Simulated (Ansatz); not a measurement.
**TaN under strain — ¹⁴N nuclear quadrupole resonance**

Cell: a COD entry, relaxed with PBE at fixed cell and then changed (z stretched by 3 %, ions relaxed).

```xyz
6
Lattice="5.1850 0.0000 0.0000 -2.5925 4.4903 0.0000 0.0000 0.0000 2.9952" Properties=species:S:1:pos:R:3 pbc="T T T"
Ta    0.0000    0.0000    0.0000
Ta    0.0000    2.9936    1.4976
Ta    2.5925    1.4968    1.4976
N     2.5925    0.0000    0.0000
N     1.2962    2.2452    0.0000
N    -1.2962    2.2452    0.0000
```

Sites (sets of like atoms) are named by element and the number of their first atom in this list.

The numbers come from a DFT calculation in Ansatz (PBE, plane waves and PAW, scalar-relativistic, collinear spin, 420 eV cutoff, Γ-centred 10×10×16 k-points, Fermi–Dirac smearing 0.05 eV). Start moments as typed (μB): 2 on each Ta, none on the rest.

¹⁴N: I = 1, Q = 20.44 mb (year-2017 value). Static lattice, zero field.

**Question.** The simulated lines lie at 0.668, 0.753, 1.42 MHz. What are |C_Q|, η and |V_zz| at N?

**Answer.** For I = 1 the lines are ν± = (3/4)|C_Q|(1 ± η/3) and ν₀ = |C_Q|η/2. Here |C_Q| = 1.45 MHz, η = 0.92 and |V_zz| = 2.93 × 10²¹ V/m². The calculation gives V_zz negative; the lines don't show the sign. The site has 4 Ta at 2.12 Å; also 2 Ta at 2.59 Å.

The run finds no gap above 0.1 eV (a metal, or nearly one), so the gradients can move by 10 % or more with the k-mesh. Without spin–orbit coupling the gradients at and beside Ta can be off by some per cent, at some sites by more. The start moments die out, and the run ends without spin.

The relaxation (1 step) took 36 s of wall time (36 s of CPU time) and 0.85 GiB at its peak, on 1 thread of Intel Xeon 6975P-C (Granite Rapids) (x86_64; 16 cores open to the job, memory cap 3.0 GiB, no GPU), a shared host with a load of 0.6 a core.
